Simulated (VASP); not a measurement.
# KI (Fm-3m) in VASP: a series of runs

Runs on KI. Level: r2SCAN. Tasks: single point.

Program: VASP 6.6.1. These are calculated values, not measurements. Logs are shortened: lines on timing, memory, paths and dates and some standing lists are left out, and cuts for length are marked.

**What was measured.**

A printed reference work, monograph reports, for a bulk crystal of KI: band gap 6.32 eV.

How close the calculation comes is told below.

### Step 1. The cell of the first run

The structure is cubic, space group Fm-3m (No. 225). Conventional cell: a = 7.249 Å, b = 7.249 Å, c = 7.249 Å, α = 90.00°, β = 90.00°, γ = 90.00°. K (site symmetry m-3m) has 6 I at 3.62 Å within 4.8 Å. Within 4.8 Å of I (site symmetry m-3m) lie 6 K at 3.62 Å.

### Step 2. Single point, r2SCAN

The input, POSCAR:

```
KI
1.0
    0.0000000000      3.6245761650      3.6245761650
    3.6245761650      0.0000000000      3.6245761650
    3.6245761650      3.6245761650      0.0000000000
K I
1 1
Direct
    0.0000000000      0.0000000000      0.0000000000
    0.5000000000      0.5000000000      0.5000000000
```

The input, INCAR.step1:

```
SYSTEM = KI
ALGO = Normal
EDIFF = 1E-5
ENCUT = 550
GGA = PE
GGA_COMPAT = .False.
ISMEAR = 0
LASPH = .True.
LCHARG = .False.
LREAL = .False.
LWAVE = .True.
NBANDS = 15
NELM = 120
PREC = Accurate
SIGMA = 0.01
```

The input, INCAR.step2:

```
SYSTEM = KI
ALGO = Normal
EDIFF = 1E-6
ENCUT = 550
GGA_COMPAT = .False.
ISIF = 2
ISMEAR = 0
ISTART = 1
LASPH = .True.
LCHARG = .False.
LMIXTAU = .True.
LREAL = .False.
LWAVE = .False.
METAGGA = R2SCAN
NBANDS = 15
NELM = 120
PREC = Accurate
SIGMA = 0.01
```

The input, KPOINTS:

```
k-points
0
Gamma
  6 6 6
  0 0 0
```

Potentials or basis: VASP PAW PBE potentials, release 64 (K_sv, I).

Launch:

```console
cat potpaw_PBE.64/K_sv/POTCAR potpaw_PBE.64/I/POTCAR > POTCAR
cp INCAR.step1 INCAR
mpirun -np 1 vasp_std > vasp.out
cp INCAR.step2 INCAR
mpirun -np 1 vasp_std > vasp.out
```

OUTCAR:

```text
SYSTEM = KI
   EDIFF = 1E-6
   ENCUT = 550
   ISIF = 2
   ISMEAR = 0
   ISTART = 1
   LASPH = .True.
   LREAL = .False.
   METAGGA = R2SCAN
   NELM = 120
   PREC = Accurate

 ion  position               nearest neighbor table
   1  0.000  0.000  0.000-   2 3.62   2 3.62   2 3.62   2 3.62   2 3.62   2 3.62
   2  0.500  0.500  0.500-   1 3.62   1 3.62   1 3.62   1 3.62   1 3.62   1 3.62

  LATTYP: Found a face centered cubic cell.
 ALAT       =     7.2491523300

  Lattice vectors:

 A1 = (   0.0000000000,   3.6245761650,   3.6245761650)
 A2 = (   3.6245761650,   0.0000000000,   3.6245761650)
 A3 = (   3.6245761650,   3.6245761650,   0.0000000000)

Analysis of symmetry for initial positions (statically):
=====================================================================
 Subroutine PRICEL returns:
 Original cell was already a primitive cell.

 Routine SETGRP: Setting up the symmetry group for a
 face centered cubic supercell.

 Subroutine GETGRP returns: Found 48 space group operations
 (whereof 48 operations were pure point group operations)
 out of a pool of 48 trial point group operations.

The static configuration has the point symmetry O_h .

Analysis of symmetry for dynamics (positions and initial velocities):
=====================================================================
 Subroutine PRICEL returns:
 Original cell was already a primitive cell.

 Routine SETGRP: Setting up the symmetry group for a
 face centered cubic supercell.

 Subroutine GETGRP returns: Found 48 space group operations
 (whereof 48 operations were pure point group operations)
 out of a pool of 48 trial point group operations.

The dynamic configuration has the point symmetry O_h .

 Subroutine INISYM returns: Found 48 space group operations
 (whereof 48 operations are pure point group operations),
 and found     1 'primitive' translations

----------------------------------------------------------------------------------------

                                     Primitive cell

  volume of cell :      95.2361

  direct lattice vectors                    reciprocal lattice vectors
     0.000000000  3.624576165  3.624576165    -0.137947163  0.137947163  0.137947163
     3.624576165  0.000000000  3.624576165     0.137947163 -0.137947163  0.137947163
     3.624576165  3.624576165  0.000000000     0.137947163  0.137947163 -0.137947163

  length of vectors
     5.125924770  5.125924770  5.125924770     0.238931496  0.238931496  0.238931496

  position of ions in fractional coordinates (direct lattice)
     0.000000000  0.000000000  0.000000000
     0.500000000  0.500000000  0.500000000

  ion indices of the primitive-cell ions
   primitive index   ion index
                 1           1
                 2           2

----------------------------------------------------------------------------------------

 KPOINTS: k-points

Automatic generation of k-mesh.
 Grid dimensions read from file:
 generate k-points for:    6    6    6

 Generating k-lattice:

  Cartesian coordinates                     Fractional coordinates (reciprocal lattice)
    -0.022991194  0.022991194  0.022991194     0.166666667  0.000000000  0.000000000
     0.022991194 -0.022991194  0.022991194     0.000000000  0.166666667  0.000000000
     0.022991194  0.022991194 -0.022991194     0.000000000  0.000000000  0.166666667

  Length of vectors
     0.039821916  0.039821916  0.039821916

  Shift w.r.t. Gamma in fractional coordinates (k-lattice)
     0.000000000  0.000000000  0.000000000

 Subroutine IBZKPT returns following result:
 ===========================================

 Found     16 irreducible k-points:

 Following reciprocal coordinates:
            Coordinates               Weight
  0.000000  0.000000  0.000000      1.000000
  0.166667  0.000000  0.000000      8.000000
  0.333333  0.000000  0.000000      8.000000
  0.500000  0.000000  0.000000      4.000000
  0.166667  0.166667  0.000000      6.000000
  0.333333  0.166667  0.000000     24.000000
[... 8 lines left out ...]
 -0.333333  0.333333  0.166667     24.000000
 -0.333333  0.500000  0.166667     12.000000
   k-points           NKPTS =     16   k-points in BZ     NKDIM =     16   number of bands    NBANDS=     15
   number of dos      NEDOS =    301   number of ions     NIONS =      2
   total plane-waves  NPLWV =  64000
   dimension x,y,z NGX =    40 NGY =   40 NGZ =   40
   dimension x,y,z NGXF=    80 NGYF=   80 NGZF=   80
   ions per type =               1   1
   NGX,Y,Z   is equivalent  to a cutoff of  12.97, 12.97, 12.97 a.u.
   NGXF,Y,Z  is equivalent  to a cutoff of  25.95, 25.95, 25.95 a.u.
 SYSTEM =  KI
   PREC   = accura    normal or accurate (medium, high low for compatibility)
   ISTART =      1    job   : 0-new  1-cont  2-samecut
   ICHARG =      0    charge: 1-file 2-atom 10-const
   ISPIN  =      1    spin polarized calculation?
   LNONCOLLINEAR =      F non collinear calculations
   LSORBIT =      F    spin-orbit coupling
   LASPH  =      T    aspherical Exc in radial PAW
   ENCUT  =  550.0 eV  40.42 Ry    6.36 a.u.   9.80  9.80  9.80*2*pi/ulx,y,z
   NELM   =    120;   NELMIN=  2; NELMDL=  0     # of ELM steps
   EDIFF  = 0.1E-05   stopping-criterion for ELM
   LREAL  =      F    real-space projection
   EDIFFG = 0.1E-04   stopping-criterion for IOM
   NSW    =      0    number of steps for IOM
   IBRION =     -1    ionic relax: 0-MD 1-quasi-New 2-CG
   NFREE  =      0    steps in history (QN), initial steepest desc. (CG)
   ISIF   =      2    stress and relaxation
   ISYM   =      2    0-nonsym 1-usesym 2-fastsym
   POTIM  = 0.5000    time-step for ionic-motion
   TEBEG  =    0.0;   TEEND  =   0.0 temperature during run
   PSTRESS=    0.0 pullay stress
   NELECT =      16.0000    total number of electrons
   NUPDOWN=      -1.0000    fix difference up-down
   EMIN   =  10.00;   EMAX   =-10.00  energy-range for DOS
   EFERMI =   0.00;   METHOD = LEGACY
   ISMEAR =     0;   SIGMA  =   0.01  broadening in eV -4-tet -1-fermi 0-gaus
   EFERMI_NEDOS =   21; number of points for ismear=-14 and -15
   IALGO  =     38    algorithm
   IMIX   =      4    mixing-type and parameters
     AMIX     =   0.40;   BMIX     =  1.00
     AMIX_MAG =   1.60;   BMIX_MAG =  1.00
  volume/ion in A,a.u.               =      47.62       321.34
  Fermi-wavevector in a.u.,A,eV,Ry     =   0.903332  1.707051 11.102483  0.816009
  Thomas-Fermi vector in A             =   2.026645
   LORBIT       =      0    0 simple, 1 ext, 2 COOP (PROOUT), +10 PAW based schemes
   METAGGA = R2SCAN    functional components
   LHFCALC =     F    Hartree Fock is set to
   AEXX    =    0.0000 exact exchange contribution
   IVDW    =     0    specifies the selected vdW correction
   LEPSILON=     F    determine dielectric tensor
   LRPA    =     F    only Hartree local field effects (RPA)
 non-spin polarized calculation
 Gauss-broadening in eV      SIGMA  =   0.01
  energy-cutoff  :      550.00
  volume of cell :       95.24
 maximum number of plane-waves:      2806
   NGX = 19   NGY = 19   NGZ = 19

 number of electron      16.0000002 magnetization

 Free energy of the ion-electron system (eV)
  ---------------------------------------------------
  ext. energy  EPLUGINS =         0.00000000
  ---------------------------------------------------
  free energy    TOTEN  =       -33.97184442 eV

  energy without entropy =      -33.97184442  energy(sigma->0) =      -33.97184442

 E-fermi :  -1.0348     XC(G=0):  -7.2001

 val. band max:       -1.1329653427   @ k =   0.0000   0.0000   0.0000
 cond. band min:       3.2875591973   @ k =   0.0000   0.0000   0.0000
 fundamental gap:      4.4205245400
 Fermi energy:        -1.0348369091

 k-point     1 :       0.0000    0.0000    0.0000
  band No.  band energies     occupation
      1     -30.9345      2.00000
      2     -13.6402      2.00000
      3     -13.6402      2.00000
      4     -13.6402      2.00000
      5     -11.8359      2.00000
      6      -1.1330      2.00000
      7      -1.1330      2.00000
      8      -1.1330      2.00000
      9       3.2876      0.00000
     10       5.9437      0.00000
     11       5.9437      0.00000
     12       5.9437      0.00000
     13       6.7455      0.00000
     14       6.7455      0.00000
     15       9.0155      0.00000

 k-point     2 :       0.1667    0.0000    0.0000
  band No.  band energies     occupation
      1     -30.9342      2.00000
      2     -13.6653      2.00000
      3     -13.6407      2.00000
      4     -13.6407      2.00000
      5     -11.7840      2.00000
      6      -1.4858      2.00000
      7      -1.2064      2.00000
      8      -1.2064      2.00000
      9       3.8620      0.00000
     10       5.8122      0.00000
     11       6.2277      0.00000
     12       6.2277      0.00000
     13       7.0296      0.00000
     14       7.0296      0.00000
     15       9.9050      0.00000

 k-point     3 :       0.3333    0.0000    0.0000
  band No.  band energies     occupation
      1     -30.9336      2.00000
      2     -13.7121      2.00000
      3     -13.6415      2.00000
      4     -13.6415      2.00000
      5     -11.6820      2.00000
      6      -2.0469      2.00000
      7      -1.3445      2.00000
      8      -1.3445      2.00000
      9       4.6313      0.00000
     10       6.2815      0.00000
     11       6.9064      0.00000
     12       6.9064      0.00000
     13       7.7956      0.00000
     14       7.7956      0.00000
     15       9.0594      0.00000
[... 199 lines left out ...]
 k-point    15 :      -0.3333    0.3333    0.1667
  band No.  band energies     occupation
      1     -30.9330      2.00000
      2     -13.6943      2.00000
      3     -13.6569      2.00000
      4     -13.6503      2.00000
      5     -11.6640      2.00000
      6      -1.9814      2.00000
      7      -1.6984      2.00000
      8      -1.5135      2.00000
      9       5.5649      0.00000
     10       5.9591      0.00000
     11       6.3748      0.00000
     12       7.6422      0.00000
     13       8.1522      0.00000
     14       8.6249      0.00000
     15       9.2278      0.00000

 k-point    16 :      -0.3333    0.5000    0.1667
  band No.  band energies     occupation
      1     -30.9329      2.00000
      2     -13.6672      2.00000
      3     -13.6665      2.00000
      4     -13.6574      2.00000
      5     -11.6844      2.00000
      6      -1.9166      2.00000
      7      -1.6356      2.00000
      8      -1.5996      2.00000
      9       5.0391      0.00000
     10       5.7891      0.00000
     11       6.6767      0.00000
     12       7.6983      0.00000
     13       8.0310      0.00000
     14       9.0598      0.00000
     15       9.3907      0.00000

------------------------ aborting loop because EDIFF is reached ----------------------------------------

  FORCE on cell =-STRESS in cart. coord.  units (eV):
  Direction    XX          YY          ZZ          XY          YZ          ZX
  --------------------------------------------------------------------------------------
  -------------------------------------------------------------------------------------
  Total       -0.4124821     -0.4124821     -0.4124821      0.0000000      0.0000000     -0.0000000
  in kB       -6.9392727     -6.9392727     -6.9392727      0.0000000      0.0000000     -0.0000000
  external PRESSURE =      -6.9392727 kB  Pullay stress =       0.0000000 kB

 VOLUME and BASIS-vectors are now :
 -----------------------------------------------------------------------------
  energy-cutoff  :      550.00
  volume of cell :       95.24
      direct lattice vectors                 reciprocal lattice vectors
     0.000000000  3.624576165  3.624576165    -0.137947163  0.137947163  0.137947163
     3.624576165  0.000000000  3.624576165     0.137947163 -0.137947163  0.137947163
     3.624576165  3.624576165  0.000000000     0.137947163  0.137947163 -0.137947163

 POSITION                                       TOTAL-FORCE (eV/Angst)
 -----------------------------------------------------------------------------------
      0.00000      0.00000      0.00000         0.000000     -0.000000     -0.000000
      3.62458      3.62458      3.62458        -0.000000      0.000000      0.000000
 -----------------------------------------------------------------------------------
    total drift:                                0.000000     -0.000000     -0.000000

  FREE ENERGIE OF THE ION-ELECTRON SYSTEM (eV)
  ---------------------------------------------------
  free  energy   TOTEN  =       -33.9718444246 eV

  energy  without entropy=      -33.9718444246  energy(sigma->0) =      -33.97184442
```

Wall time 2.9 min (1 thread of Intel Xeon 8259CL, shared host); peak memory 0.27 GiB.

What came out:

```yaml
Free_energy: -33.9718 eV
Pressure: -0.7 GPa
Band_gap_on_the_k_mesh: 4.42 eV
```

Levels at points of the mesh, in eV from the valence-band top:
| k point | band 4 | band 5 | band 6 | band 7 | band 8 | band 9 | band 10 | band 11 | band 12 | band 13 |
| --- | --- | --- | --- | --- | --- | --- | --- | --- | --- | --- |
| (0.00, 0.00, 0.00) | -12.51 | -10.70 | 0.00 | 0.00 | 0.00 | 4.42 | 7.08 | 7.08 | 7.08 | 7.88 |
| (0.50, 0.00, 0.00) | -12.51 | -10.50 | -1.15 | -0.28 | -0.28 | 5.93 | 8.09 | 8.61 | 8.61 | 9.29 |
| (0.50, 0.50, 0.00) | -12.52 | -10.58 | -0.90 | -0.33 | -0.33 | 5.49 | 6.32 | 8.76 | 9.05 | 9.30 |

Caveat: the PAW data sets were made with another functional, which shifts forces and pressure a little; spin-orbit coupling is left out, which moves the levels of the heavy elements.

### Step 3. Single point, r2SCAN

This run uses another cell than the first one, of 49.38 Å³/atom.

The input, POSCAR:

```
KI
1.0
    0.0000000000      3.6687826701      3.6687826701
    3.6687826701      0.0000000000      3.6687826701
    3.6687826701      3.6687826701      0.0000000000
K I
1 1
Direct
    0.0000000000      0.0000000000      0.0000000000
    0.5000000000      0.5000000000      0.5000000000
```

The input, INCAR.step1:

```
SYSTEM = KI
PREC = Accurate
ENCUT = 550
ISMEAR = 0
SIGMA = 0.01
LREAL = .FALSE.
LASPH = .TRUE.
NELM = 120
NBANDS = 15
GGA = PE
ALGO = Normal
EDIFF = 1E-5
LWAVE = .TRUE.
LCHARG = .FALSE.
GGA_COMPAT = .FALSE.
```

The input, INCAR.step2:

```
SYSTEM = KI
PREC = Accurate
ENCUT = 550
EDIFF = 1E-6
ISMEAR = 0
SIGMA = 0.01
LREAL = .FALSE.
LASPH = .TRUE.
NELM = 120
ALGO = Normal
ISIF = 2
LWAVE = .FALSE.
LCHARG = .TRUE.
METAGGA = R2SCAN
LMIXTAU = .TRUE.
LELF = .TRUE.
LVHAR = .TRUE.
NBANDS = 15
ISTART = 1
GGA_COMPAT = .FALSE.
```

The input, KPOINTS:

```
Automatic mesh
0
G
  6 6 6
  0 0 0
```

Potentials or basis: VASP PAW PBE potentials, release 64 (K_sv, I).

Launch:

```console
cat potpaw_PBE.64/K_sv/POTCAR potpaw_PBE.64/I/POTCAR > POTCAR
cp INCAR.step1 INCAR
mpirun -np 1 vasp_std > vasp.out
cp INCAR.step2 INCAR
mpirun -np 1 vasp_std > vasp.out
```

Wall time 2.8 min (1 thread of Intel Xeon 8259CL, shared host); peak memory 0.26 GiB.

Results (log left out):

- Free energy: -33.9537 eV
- Pressure: -1.0 GPa
- Band gap on the k mesh: 4.34 eV

Levels at points of the mesh, in eV from the valence-band top:
| k point | band 4 | band 5 | band 6 | band 7 | band 8 | band 9 | band 10 | band 11 | band 12 | band 13 |
| --- | --- | --- | --- | --- | --- | --- | --- | --- | --- | --- |
| (0.00, 0.00, 0.00) | -12.58 | -10.66 | 0.00 | 0.00 | 0.00 | 4.34 | 7.08 | 7.08 | 7.08 | 7.86 |
| (0.50, 0.00, 0.00) | -12.58 | -10.48 | -1.08 | -0.25 | -0.25 | 5.89 | 7.96 | 8.53 | 8.53 | 9.22 |
| (0.50, 0.50, 0.00) | -12.59 | -10.55 | -0.85 | -0.31 | -0.31 | 5.53 | 6.23 | 8.71 | 8.86 | 9.18 |

Caveat: the PAW data sets were made with another functional, which shifts forces and pressure a little; spin-orbit coupling is left out, which moves the levels of the heavy elements.

### Step 4. Comparison with measurements

Step 2. A measured gap of KI is 6.32 eV (a printed reference work, monograph); the calculated 4.42 eV misses it by -1.90 eV. Spin-orbit coupling on I is left out. The value is that of r2SCAN, without temperature or zero-point motion.

Step 3. Measured gap of KI: 6.32 eV (a printed reference work, monograph). This calculation gives 4.34 eV (-1.98 eV). Spin-orbit coupling on I is left out. The value is that of r2SCAN, without temperature or zero-point motion.
